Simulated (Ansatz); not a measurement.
**C: equation of state**

Aim: scale the cell of C up and down at fixed shape and fractional positions, and get the equilibrium volume and bulk modulus with LAPW, PAW and all-electron datasets made for the crystal.

Computed with Ansatz 0.2.0 (DFT PBE, scalar-relativistic, unless a step's input says otherwise).

**1. Starting point**

Symmetry: Fmmm, No. 69, orthorhombic system. The conventional cell has a = 2.456 Å, b = 4.254 Å, c = 6.696 Å, α = 90.00°, β = 90.00°, γ = 90.00°. C (site symmetry m2m) is surrounded by 3 C at 1.42 Å.

Structure file:

```
C
1.0
     0.00000    2.12700    3.34800
     1.22800    0.00000    3.34800
     1.22800    2.12700    0.00000
C
2
Direct
  0.16667 0.83333 0.16667
  0.83333 0.16667 0.83333
```

Atoms are numbered in the order of the input: C1, C2.

**2. Volume × 0.96, LAPW**

input.yaml reads:

```yaml
crystal:
  lattice:
    - [0.0, 2.0982532328, 3.3027512099]
    - [1.2114033709, 0.0, 3.3027512099]
    - [1.2114033709, 2.0982532328, 0.0]
  atoms:
    - { symbol: C, position: [0.16667, 0.83333, 0.16667] }
    - { symbol: C, position: [0.83333, 0.16667, 0.83333] }
kpoints:
  mp_grid: { grid: [18, 18, 18] }
  band_path:
    path:
      - [0.0, 0.0, 0.0]
      - [0.5, 0.0, 0.5]
      - [1.0, 0.5, 0.5]
      - [0.5, 0.5, 0.0]
      - [0.0, 0.0, 0.0]
      - [0.0, 0.3669630913, 0.3669630913]
      - [1.0, 0.6330369087, 0.6330369087]
      - [1.0, 0.5, 0.5]
      - [0.5, 0.0, 0.5]
    npoints: 5
scf:
  occupations: { method: fermi_dirac, width: 0.05 }
hamiltonian:
  xc: pbe
  pseudopotentials: { kind: all_electron, lapw: { basis_error: 0.00025 } }
output:
  forces: true
  stress: true
  eigenvalues: true
```

Command:

```bash
$ ansatz run input.yaml --threads 1 --pin off --max-ram 3072MiB --backend cpu --events-out ev --progress --plain --runs-dir out
```

**3. Volume × 0.96, PAW**

input.yaml reads:

```yaml
crystal:
  lattice:
    - [0.0, 2.0982532328, 3.3027512099]
    - [1.2114033709, 0.0, 3.3027512099]
    - [1.2114033709, 2.0982532328, 0.0]
  atoms:
    - { symbol: C, position: [0.16667, 0.83333, 0.16667] }
    - { symbol: C, position: [0.83333, 0.16667, 0.83333] }
kpoints:
  mp_grid: { grid: [18, 18, 18] }
scf:
  occupations: { method: fermi_dirac, width: 0.05 }
hamiltonian:
  xc: pbe
  pseudopotentials: { kind: paw }
output:
  forces: true
  stress: true
  eigenvalues: true
  efg: { contact_densities: true }
```

**4. Volume × 0.96, crystal datasets**

input.yaml, as its differences from that of step 3:

```diff
@@ -14,3 +14,3 @@
   xc: pbe
-  pseudopotentials: { kind: paw }
+  pseudopotentials: { kind: all_electron, datasets: crystal }
 output:
```

**5. Volume × 0.99, LAPW**

input.yaml reads:

```yaml
crystal:
  lattice:
    - [0.0, 2.1198862345, 3.336802592]
    - [1.2238929459, 0.0, 3.336802592]
    - [1.2238929459, 2.1198862345, 0.0]
  atoms:
    - { symbol: C, position: [0.16667, 0.83333, 0.16667] }
    - { symbol: C, position: [0.83333, 0.16667, 0.83333] }
kpoints:
  mp_grid: { grid: [18, 18, 18] }
  band_path:
    path:
      - [0.0, 0.0, 0.0]
      - [0.5, 0.0, 0.5]
      - [1.0, 0.5, 0.5]
      - [0.5, 0.5, 0.0]
      - [0.0, 0.0, 0.0]
      - [0.0, 0.3669630913, 0.3669630913]
      - [1.0, 0.6330369087, 0.6330369087]
      - [1.0, 0.5, 0.5]
      - [0.5, 0.0, 0.5]
    npoints: 5
scf:
  occupations: { method: fermi_dirac, width: 0.05 }
hamiltonian:
  xc: pbe
  pseudopotentials: { kind: all_electron, lapw: { basis_error: 0.00025 } }
output:
  forces: true
  stress: true
  eigenvalues: true
```

**6. Volume × 0.99, PAW**

input.yaml reads:

```yaml
crystal:
  lattice:
    - [0.0, 2.1198862345, 3.336802592]
    - [1.2238929459, 0.0, 3.336802592]
    - [1.2238929459, 2.1198862345, 0.0]
  atoms:
    - { symbol: C, position: [0.16667, 0.83333, 0.16667] }
    - { symbol: C, position: [0.83333, 0.16667, 0.83333] }
kpoints:
  mp_grid: { grid: [18, 18, 18] }
scf:
  occupations: { method: fermi_dirac, width: 0.05 }
hamiltonian:
  xc: pbe
  pseudopotentials: { kind: paw }
output:
  forces: true
  stress: true
  eigenvalues: true
  efg: { contact_densities: true }
```

**7. Volume × 0.99, crystal datasets**

input.yaml, as its differences from that of step 6:

```diff
@@ -14,3 +14,3 @@
   xc: pbe
-  pseudopotentials: { kind: paw }
+  pseudopotentials: { kind: all_electron, datasets: crystal }
 output:
```

**8. Volume × 1.02, LAPW**

input.yaml reads:

```yaml
crystal:
  lattice:
    - [0.0, 2.1410865032, 3.3701728316]
    - [1.2361326873, 0.0, 3.3701728316]
    - [1.2361326873, 2.1410865032, 0.0]
  atoms:
    - { symbol: C, position: [0.16667, 0.83333, 0.16667] }
    - { symbol: C, position: [0.83333, 0.16667, 0.83333] }
kpoints:
  mp_grid: { grid: [18, 18, 18] }
  band_path:
    path:
      - [0.0, 0.0, 0.0]
      - [0.5, 0.0, 0.5]
      - [1.0, 0.5, 0.5]
      - [0.5, 0.5, 0.0]
      - [0.0, 0.0, 0.0]
      - [0.0, 0.3669630913, 0.3669630913]
      - [1.0, 0.6330369087, 0.6330369087]
      - [1.0, 0.5, 0.5]
      - [0.5, 0.0, 0.5]
    npoints: 5
scf:
  occupations: { method: fermi_dirac, width: 0.05 }
hamiltonian:
  xc: pbe
  pseudopotentials: { kind: all_electron, lapw: { basis_error: 0.00025 } }
output:
  forces: true
  stress: true
  eigenvalues: true
```

**9. Volume × 1.02, PAW**

input.yaml reads:

```yaml
crystal:
  lattice:
    - [0.0, 2.1410865032, 3.3701728316]
    - [1.2361326873, 0.0, 3.3701728316]
    - [1.2361326873, 2.1410865032, 0.0]
  atoms:
    - { symbol: C, position: [0.16667, 0.83333, 0.16667] }
    - { symbol: C, position: [0.83333, 0.16667, 0.83333] }
kpoints:
  mp_grid: { grid: [18, 18, 18] }
scf:
  occupations: { method: fermi_dirac, width: 0.05 }
hamiltonian:
  xc: pbe
  pseudopotentials: { kind: paw }
output:
  forces: true
  stress: true
  eigenvalues: true
  efg: { contact_densities: true }
```

**10. Volume × 1.02, crystal datasets**

input.yaml, as its differences from that of step 9:

```diff
@@ -14,3 +14,3 @@
   xc: pbe
-  pseudopotentials: { kind: paw }
+  pseudopotentials: { kind: all_electron, datasets: crystal }
 output:
```

**11. Volume × 1.06, LAPW**

input.yaml reads:

```yaml
crystal:
  lattice:
    - [0.0, 2.1687164733, 3.4136637295]
    - [1.2520845459, 0.0, 3.4136637295]
    - [1.2520845459, 2.1687164733, 0.0]
  atoms:
    - { symbol: C, position: [0.16667, 0.83333, 0.16667] }
    - { symbol: C, position: [0.83333, 0.16667, 0.83333] }
kpoints:
  mp_grid: { grid: [18, 18, 18] }
  band_path:
    path:
      - [0.0, 0.0, 0.0]
      - [0.5, 0.0, 0.5]
      - [1.0, 0.5, 0.5]
      - [0.5, 0.5, 0.0]
      - [0.0, 0.0, 0.0]
      - [0.0, 0.3669630913, 0.3669630913]
      - [1.0, 0.6330369087, 0.6330369087]
      - [1.0, 0.5, 0.5]
      - [0.5, 0.0, 0.5]
    npoints: 5
scf:
  occupations: { method: fermi_dirac, width: 0.05 }
hamiltonian:
  xc: pbe
  pseudopotentials: { kind: all_electron, lapw: { basis_error: 0.00025 } }
output:
  forces: true
  stress: true
  eigenvalues: true
```

**12. Volume × 1.06, PAW**

input.yaml reads:

```yaml
crystal:
  lattice:
    - [0.0, 2.1687164733, 3.4136637295]
    - [1.2520845459, 0.0, 3.4136637295]
    - [1.2520845459, 2.1687164733, 0.0]
  atoms:
    - { symbol: C, position: [0.16667, 0.83333, 0.16667] }
    - { symbol: C, position: [0.83333, 0.16667, 0.83333] }
kpoints:
  mp_grid: { grid: [18, 18, 18] }
scf:
  occupations: { method: fermi_dirac, width: 0.05 }
hamiltonian:
  xc: pbe
  pseudopotentials: { kind: paw }
output:
  forces: true
  stress: true
  eigenvalues: true
  efg: { contact_densities: true }
```

**13. Volume × 1.06, crystal datasets**

input.yaml, as its differences from that of step 12:

```diff
@@ -14,3 +14,3 @@
   xc: pbe
-  pseudopotentials: { kind: paw }
+  pseudopotentials: { kind: all_electron, datasets: crystal }
 output:
```

(Steps that only read results are left out.)

**Question.** What will these runs give? Wanted: equilibrium volume; bulk modulus (for each run or level that gives them).

The runs gave:

| quantity | value |
| --- | --- |
| equilibrium volume (LAPW) | 8.886 Å³/atom |
| bulk modulus (LAPW) | 274 GPa |
| its pressure derivative (LAPW) | 3.6 |
| equilibrium volume (PAW) | 8.888 Å³/atom |
| bulk modulus (PAW) | 274 GPa |
| its pressure derivative (PAW) | 3.6 |
| equilibrium volume (crystal datasets) | 8.886 Å³/atom |
| bulk modulus (crystal datasets) | 274 GPa |
| its pressure derivative (crystal datasets) | 3.6 |

In words: By LAPW, the pressure vanishes at 8.89 Å³/atom (+1.6 % from the starting cell) and the bulk modulus there is 274 GPa (Birch-Murnaghan, third order). Shape and positions are held, so a fully relaxed modulus can be lower. PAW's volume lies +0.02 % and its modulus less than 0.1 % from LAPW's. The gap goes from 0.08 eV at the smallest volume to 0.07 eV at the largest. No thermal or zero-point expansion is included.
